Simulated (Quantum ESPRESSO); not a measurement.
# MoS2 in Quantum ESPRESSO: settings compared, part 3 of 3

Quantum ESPRESSO 7.5.

### 5 Single point, PBE, 29.82 Å³/atom

pw.in

```
&CONTROL
  calculation = 'scf'
  prefix = 'pwscf'
  outdir = './tmp'
  pseudo_dir = './pseudo'
  tprnfor = .true.
  tstress = .true.
  disk_io = 'nowf'
/
&SYSTEM
  ibrav = 0
  nat = 6
  ntyp = 2
  ecutwfc = 70
  nbnd = 36
  occupations = 'smearing'
  smearing = 'fd'
  degauss = 0.00367493
/
&ELECTRONS
  conv_thr = 1.2d-09
  electron_maxstep = 120
  mixing_beta = 0.5
/
ATOMIC_SPECIES
Mo    95.9500 Mo_ONCV_PBE-1.2.upf
S     32.0600 S_ONCV_PBE-1.2.upf
CELL_PARAMETERS angstrom
   3.1195325729    0.0000000000    0.0000000000
  -1.5597662865    2.7015944561    0.0000000000
   0.0000000000    0.0000000000   21.2281547802
ATOMIC_POSITIONS crystal
Mo     0.3333333333    0.6666666667    0.8511602300
Mo     0.6666666667    0.3333333333    0.1488397700
S      0.6666666667    0.3333333333    0.7796253900
S      0.3333333333    0.6666666667    0.0772510000
S      0.6666666667    0.3333333333    0.9227490000
S      0.3333333333    0.6666666667    0.2203746100
K_POINTS automatic
10 10 2 0 0 0
```

Potentials or basis: SG15 PBE 1.2.

Run with:

```
$ OMP_NUM_THREADS=1 mpirun -n 2 pw.x -nk 2 -in pw.in > pw.out
```

pw.out:

```text
This program is part of the open-source Quantum ESPRESSO suite
     for quantum simulation of materials; please cite
[... 6 lines left out ...]
     using ibrav=0 with symmetry is DISCOURAGED, use correct ibrav instead

     K-points division:     npool     =       2
     Subspace diagonalization in iterative solution of the eigenvalue problem:
     a serial algorithm will be used

     G-vector sticks info
     --------------------
     sticks:   dense  smooth     PW     G-vecs:    dense   smooth      PW
     Sum         673     673    199                95661    95661   15109

     Using Slab Decomposition

     bravais-lattice index     =            0
     lattice parameter (alat)  =       5.8951  a.u.
     unit-cell volume          =    1207.3092 (a.u.)^3
     number of atoms/cell      =            6
     number of atomic types    =            2
     number of electrons       =        52.00
     number of Kohn-Sham states=           36
     kinetic-energy cutoff     =      70.0000  Ry
     charge density cutoff     =     280.0000  Ry
     scf convergence threshold =      1.2E-09
     mixing beta               =       0.5000
     number of iterations used =            8  plain     mixing
     Exchange-correlation= PBE
                           (   1   4   3   4   0   0   0)

     celldm(1)=   5.895062  celldm(2)=   0.000000  celldm(3)=   0.000000
     celldm(4)=   0.000000  celldm(5)=   0.000000  celldm(6)=   0.000000

     crystal axes: (cart. coord. in units of alat)
               a(1) = (   1.000000   0.000000   0.000000 )
               a(2) = (  -0.500000   0.866025   0.000000 )
               a(3) = (   0.000000   0.000000   6.804915 )

     reciprocal axes: (cart. coord. in units 2 pi/alat)
               b(1) = (  1.000000  0.577350 -0.000000 )
               b(2) = (  0.000000  1.154701  0.000000 )
               b(3) = (  0.000000 -0.000000  0.146953 )

     PseudoPot. # 1 for Mo read from file:
     Mo_ONCV_PBE-1.2.upf
     Pseudo is Norm-conserving, Zval = 14.0
     Generated using ONCVPSP code by D. R. Hamann
     Using radial grid of  602 points,  6 beta functions with:
                l(1) =   0
                l(2) =   0
                l(3) =   1
                l(4) =   1
                l(5) =   2
                l(6) =   2

     PseudoPot. # 2 for S  read from file:
     S_ONCV_PBE-1.2.upf
     Pseudo is Norm-conserving, Zval =  6.0
     Generated using ONCVPSP code by D. R. Hamann
     Using radial grid of  602 points,  4 beta functions with:
                l(1) =   0
                l(2) =   0
                l(3) =   1
                l(4) =   1

     atomic species   valence    mass     pseudopotential
     Mo               14.00    95.95000     Mo( 1.00)
     S                 6.00    32.06000     S ( 1.00)

     12 Sym. Ops., with inversion, found

   Cartesian axes

     site n.     atom                  positions (alat units)
         1        Mo     tau(   1) = (  -0.0000000   0.5773503   5.7920732  )
         2        Mo     tau(   2) = (   0.5000000   0.2886751   1.0128420  )
         3        S      tau(   3) = (   0.5000000   0.2886751   5.3052847  )
         4        S      tau(   4) = (  -0.0000000   0.5773503   0.5256865  )
         5        S      tau(   5) = (   0.5000000   0.2886751   6.2792287  )
         6        S      tau(   6) = (  -0.0000000   0.5773503   1.4996305  )

     number of k points=    28  Fermi-Dirac smearing, width (Ry)=  0.0037
                       cart. coord. in units 2pi/alat
        k(    1) = (   0.0000000   0.0000000   0.0000000), wk =   0.0100000
        k(    2) = (   0.0000000   0.0000000  -0.0734763), wk =   0.0100000
        k(    3) = (   0.0000000   0.1154701   0.0000000), wk =   0.0600000
        k(    4) = (   0.0000000   0.1154701  -0.0734763), wk =   0.0600000
        k(    5) = (   0.0000000   0.2309401   0.0000000), wk =   0.0600000
        k(    6) = (   0.0000000   0.2309401  -0.0734763), wk =   0.0600000
[... 20 lines left out ...]
        k(   27) = (   0.3000000   0.5196152   0.0000000), wk =   0.0600000
        k(   28) = (   0.3000000   0.5196152  -0.0734763), wk =   0.0600000

     Dense  grid:    95661 G-vectors     FFT dimensions: (  32,  32, 216)

     Initial potential from superposition of free atoms

     starting charge      51.7773, renormalised to      52.0000

     negative rho (up, down):  2.312E-04 0.000E+00
     Starting wfcs are random

     Self-consistent Calculation

     iteration #  1     ecut=    70.00 Ry     beta= 0.50
     Davidson diagonalization with overlap
     ethr =  1.00E-02,  avg # of iterations = 11.2

     Threshold (ethr) on eigenvalues was too large:
     Diagonalizing with lowered threshold

     Davidson diagonalization with overlap
     ethr =  3.96E-04,  avg # of iterations =  2.2

     negative rho (up, down):  4.712E-05 0.000E+00

     total energy              =    -356.44511814 Ry
     estimated scf accuracy    <       0.19243627 Ry

     iteration #  2     ecut=    70.00 Ry     beta= 0.50
     Davidson diagonalization with overlap
     ethr =  3.70E-04,  avg # of iterations =  3.4
[... 65 lines left out ...]
     total energy              =    -356.48771558 Ry
     estimated scf accuracy    <          1.8E-09 Ry

     iteration # 11     ecut=    70.00 Ry     beta= 0.50
     Davidson diagonalization with overlap
     ethr =  3.45E-12,  avg # of iterations =  2.0

     End of self-consistent calculation

          k = 0.0000 0.0000 0.0000 ( 11933 PWs)   bands (ev):

   -57.0003 -57.0003 -31.2192 -31.2192 -30.9490 -30.9490 -30.9490 -30.9490
   -10.7509 -10.6716  -9.2673  -9.1276  -2.4020  -2.0348   0.8825   0.8825
     0.8856   0.8856   1.5067   2.1177   2.1177   2.1294   2.1294   2.3782
     3.6004   4.1860   6.7227   6.7227   6.7303   6.7303   7.0599   7.0599
     7.1100   7.1100   9.1660   9.5284

          k = 0.0000 0.0000-0.0735 ( 11914 PWs)   bands (ev):
[... 65 lines left out ...]
   -56.9547 -56.9547 -31.3776 -31.3776 -31.1294 -31.1294 -31.0469 -31.0469
    -8.9215  -8.8726  -8.5868  -8.5378  -2.2058  -2.1014  -1.1270  -1.0136
    -0.5158  -0.2997   0.4543   0.4747   1.8787   2.0384   2.5774   2.6220
     2.7940   2.8943   6.1247   6.1562   6.4197   6.6297   7.5926   7.9461
     8.3176   8.4499  10.7228  10.9566

          k = 0.0000-0.5774 0.0000 ( 11966 PWs)   bands (ev):

   -56.9499 -56.9499 -31.4213 -31.4213 -31.1198 -31.1198 -31.0571 -31.0571
    -8.6615  -8.6286  -8.4940  -8.4688  -2.4048  -2.3065  -1.3442  -1.2556
    -0.6707  -0.4571   0.3295   0.3504   1.8237   1.9017   2.7429   2.7982
     3.0747   3.1073   6.1690   6.1842   6.6995   6.8005   7.7262   8.0765
     8.3925   8.5386  10.0637  10.1701

          k = 0.0000-0.5774-0.0735 ( 11972 PWs)   bands (ev):

   -56.9499 -56.9499 -31.4213 -31.4213 -31.1198 -31.1198 -31.0571 -31.0571
    -8.6615  -8.6286  -8.4940  -8.4688  -2.4048  -2.3065  -1.3442  -1.2556
    -0.6707  -0.4571   0.3295   0.3504   1.8237   1.9017   2.7429   2.7982
     3.0747   3.1073   6.1690   6.1842   6.6995   6.8005   7.7262   8.0765
     8.3925   8.5386  10.0637  10.1701

          k = 0.1000 0.1732 0.0000 ( 11910 PWs)   bands (ev):

   -56.9868 -56.9868 -31.1927 -31.1927 -31.0758 -31.0758 -30.9817 -30.9817
   -10.2818 -10.2047  -9.0890  -8.9688  -1.9433  -1.5951   0.0966   0.1055
     0.4977   0.8258   1.2795   1.3113   1.3545   1.3618   2.6765   3.0210
     3.3863   3.6132   6.1249   6.3420   6.3996   6.5604   6.5618   6.6642
     7.5026   7.5584   9.7941  10.1544
[... 115 lines left out ...]
   -56.9445 -56.9445 -31.3259 -31.3259 -31.2186 -31.2186 -31.1093 -31.1093
    -8.3999  -8.3825  -8.3340  -8.3215  -2.0107  -1.9653  -1.3915  -1.3341
    -0.3011  -0.2748   0.0751   0.1700   0.6030   0.7613   1.6579   1.7836
     3.5457   3.6007   5.6639   5.6899   6.8379   7.2252   7.4157   7.5260
     8.9452   9.1045  10.9745  11.3467

     the Fermi energy is     4.8662 ev

!    total energy              =    -356.48771558 Ry
     estimated scf accuracy    <          2.9E-10 Ry
     smearing contrib. (-TS)   =      -0.00000000 Ry
     internal energy E=F+TS    =    -356.48771558 Ry

     The total energy is F=E-TS. E is the sum of the following terms:
     one-electron contribution =   -1723.50417983 Ry
     hartree contribution      =     870.13352611 Ry
     xc contribution           =     -49.72533365 Ry
     ewald contribution        =     546.60827179 Ry

     convergence has been achieved in  11 iterations

     Forces acting on atoms (cartesian axes, Ry/au):

     atom    1 type  1   force =     0.00000000    0.00000000    0.00002449
     atom    2 type  1   force =    -0.00000000    0.00000000   -0.00002449
     atom    3 type  2   force =     0.00000000    0.00000000   -0.05423540
     atom    4 type  2   force =    -0.00000000    0.00000000   -0.05106653
     atom    5 type  2   force =     0.00000000   -0.00000000    0.05106653
     atom    6 type  2   force =    -0.00000000   -0.00000000    0.05423540

     Total force =     0.105350     Total SCF correction =     0.000049

     Computing stress (Cartesian axis) and pressure

          total   stress  (Ry/bohr**3)                   (kbar)     P=       68.07
   0.00042909   0.00000000   0.00000000           63.12        0.00        0.00
   0.00000000   0.00042909   0.00000000            0.00       63.12        0.00
   0.00000000   0.00000000   0.00053005            0.00        0.00       77.97

=------------------------------------------------------------------------------=
   JOB DONE.
=------------------------------------------------------------------------------=
```

Wall time 94 s (2 MPI ranks of Arm Neoverse V2, shared host); peak memory 0.48 GiB.

What came out:

```yaml
Free_energy: -4850.2625 eV
Largest_force: 1.394 eV/Å
Band_gap_on_the_k_mesh: 1.48 eV, indirect (least direct gap 2.06 eV)
```

### 6 Single point, PBE, 30.45 Å³/atom

Changes to pw.in since step 5:

```diff
@@ -28,5 +28,5 @@
 CELL_PARAMETERS angstrom
-   3.1195325729    0.0000000000    0.0000000000
-  -1.5597662865    2.7015944561    0.0000000000
-   0.0000000000    0.0000000000   21.2281547802
+   3.1415018360    0.0000000000    0.0000000000
+  -1.5707509180    2.7206203960    0.0000000000
+   0.0000000000    0.0000000000   21.3776537535
 ATOMIC_POSITIONS crystal
```

Potentials or basis: SG15 PBE 1.2.

Run with:

```
$ OMP_NUM_THREADS=1 mpirun -n 2 pw.x -nk 2 -in pw.in > pw.out
```

Run time: 96 s. Hardware: 2 MPI ranks of Arm Neoverse V2, shared host; peak memory 0.5 GiB.

The run converged. Its results:

| Item | Value |
| --- | --- |
| Free energy | -4850.3982 eV |
| Largest force | 0.987 eV/Å |
| Band gap on the k mesh | 1.45 eV, indirect (least direct gap 2.01 eV) |

### 7 Single point, PBE, 31.09 Å³/atom

Changes to pw.in since step 6:

```diff
@@ -28,5 +28,5 @@
 CELL_PARAMETERS angstrom
-   3.1415018360    0.0000000000    0.0000000000
-  -1.5707509180    2.7206203960    0.0000000000
-   0.0000000000    0.0000000000   21.3776537535
+   3.1631680506    0.0000000000    0.0000000000
+  -1.5815840253    2.7393838882    0.0000000000
+   0.0000000000    0.0000000000   21.5250905073
 ATOMIC_POSITIONS crystal
```

Run with:

```
$ OMP_NUM_THREADS=1 mpirun -n 2 pw.x -nk 2 -in pw.in > pw.out
```

It took 98 s on 2 MPI ranks of Arm Neoverse V2, shared host; peak memory 0.5 GiB.

The run converged. Its results:

* Free energy: -4850.4844 eV
* Largest force: 0.610 eV/Å
* Band gap on the k mesh: 1.42 eV, indirect (least direct gap 1.95 eV)

### 8 Single point, PBE, 31.72 Å³/atom

Changes to pw.in since step 7:

```diff
@@ -28,5 +28,5 @@
 CELL_PARAMETERS angstrom
-   3.1631680506    0.0000000000    0.0000000000
-  -1.5815840253    2.7393838882    0.0000000000
-   0.0000000000    0.0000000000   21.5250905073
+   3.1845414560    0.0000000000    0.0000000000
+  -1.5922707280    2.7578938003    0.0000000000
+   0.0000000000    0.0000000000   21.6705347200
 ATOMIC_POSITIONS crystal
```

Run with:

```
$ OMP_NUM_THREADS=1 mpirun -n 2 pw.x -nk 2 -in pw.in > pw.out
```

Run time: 2.1 min. Hardware: 2 MPI ranks of Arm Neoverse V2, shared host; peak memory 0.52 GiB.

The run converged. Its results:

* Free energy: -4850.5261 eV
* Largest force: 0.262 eV/Å
* Band gap on the k mesh: 1.39 eV, indirect (least direct gap 1.90 eV)

### 9 Single point, PBE, 32.36 Å³/atom

Changes to pw.in since step 8:

```diff
@@ -28,5 +28,5 @@
 CELL_PARAMETERS angstrom
-   3.1845414560    0.0000000000    0.0000000000
-  -1.5922707280    2.7578938003    0.0000000000
-   0.0000000000    0.0000000000   21.6705347200
+   3.2056317491    0.0000000000    0.0000000000
+  -1.6028158746    2.7761585299    0.0000000000
+   0.0000000000    0.0000000000   21.8140523775
 ATOMIC_POSITIONS crystal
```

Potentials or basis: SG15 PBE 1.2.

Run with:

```
$ OMP_NUM_THREADS=1 mpirun -n 2 pw.x -nk 2 -in pw.in > pw.out
```

Run time: 2.1 min. Hardware: 2 MPI ranks of Arm Neoverse V2, shared host; peak memory 0.52 GiB.

The run converged. Its results:

```
Free energy            : -4850.5278 eV
Largest force          : 0.114 eV/Å
Band gap on the k mesh : 1.36 eV, indirect (least direct gap 1.84 eV)
```

### 10 Single point, PBE, 32.99 Å³/atom

Changes to pw.in since step 9:

```diff
@@ -28,5 +28,5 @@
 CELL_PARAMETERS angstrom
-   3.2056317491    0.0000000000    0.0000000000
-  -1.6028158746    2.7761585299    0.0000000000
-   0.0000000000    0.0000000000   21.8140523775
+   3.2264481230    0.0000000000    0.0000000000
+  -1.6132240615    2.7941860385    0.0000000000
+   0.0000000000    0.0000000000   21.9557060374
 ATOMIC_POSITIONS crystal
```

Run with:

```
$ OMP_NUM_THREADS=1 mpirun -n 2 pw.x -nk 2 -in pw.in > pw.out
```

It took 2.2 min on 2 MPI ranks of Arm Neoverse V2, shared host; peak memory 0.52 GiB.

The run converged. Its results:

| Quantity | Value |
| --- | --- |
| Free energy | -4850.4934 eV |
| Largest force | 0.406 eV/Å |
| Band gap on the k mesh | 1.33 eV, indirect (least direct gap 1.79 eV) |

### 11 Single point, PBE, 33.62 Å³/atom

Changes to pw.in since step 10:

```diff
@@ -28,5 +28,5 @@
 CELL_PARAMETERS angstrom
-   3.2264481230    0.0000000000    0.0000000000
-  -1.6132240615    2.7941860385    0.0000000000
-   0.0000000000    0.0000000000   21.9557060374
+   3.2469993021    0.0000000000    0.0000000000
+  -1.6234996510    2.8119838817    0.0000000000
+   0.0000000000    0.0000000000   22.0955550693
 ATOMIC_POSITIONS crystal
```

Run with:

```
$ OMP_NUM_THREADS=1 mpirun -n 2 pw.x -nk 2 -in pw.in > pw.out
```

It took 2.2 min on 2 MPI ranks of Arm Neoverse V2, shared host; peak memory 0.54 GiB.

It converged, with:

| Property | Result |
| --- | --- |
| Free energy | -4850.4268 eV |
| Largest force | 0.677 eV/Å |
| Band gap on the k mesh | 1.30 eV, indirect (least direct gap 1.75 eV) |

### 12 Equation of state, PBE

Potentials or basis: SG15 PBE 1.2.

No new run: the results of the series are fitted here.

What came out:

```
Equilibrium volume                        : 32.06 Å³/atom
Bulk modulus at fixed shape and positions : 80 GPa
Pressure derivative of the bulk modulus   : 4.4
```

Energy against volume, from the lowest point:
```csv
volume (Å³/atom),energy (meV/atom)
29.817,44.22
30.452,21.59
31.086,7.22
31.721,0.27
32.355,0.00
32.990,5.72
33.624,16.83
```

Caveat: the cell was scaled at fixed shape and fractional positions, which overstates the stiffness of a crystal with free parameters, most of all of layers and chains.

### 13 The runs side by side

```tsv
task	level	potentials or basis	cutoff (eV)	form of the LDA correlation	gap on the mesh (eV)	largest force (eV/Å)
band structure	LDA	GBRV 1.5 LDA	612	PZ81	1.36	0.38
band structure	PBE	GBRV 1.5 PBE	612	-	1.39	0.22
band structure	PBEsol	GBRV 1.5 PBEsol	612	-	1.38	0.15
equation of state	PBE	SG15 PBE 1.2	952	-	-	-
```

Alike in all rows: no spin polarisation; cell as given; k mesh 10 × 10 × 2; smearing fermi-dirac 0.05 eV.

Caveats: the cell was scaled at fixed shape and fractional positions, which overstates the stiffness of a crystal with free parameters, most of all of layers and chains (some runs).

Total energies depend on the potentials used, so only differences within one code and one set of settings carry meaning.
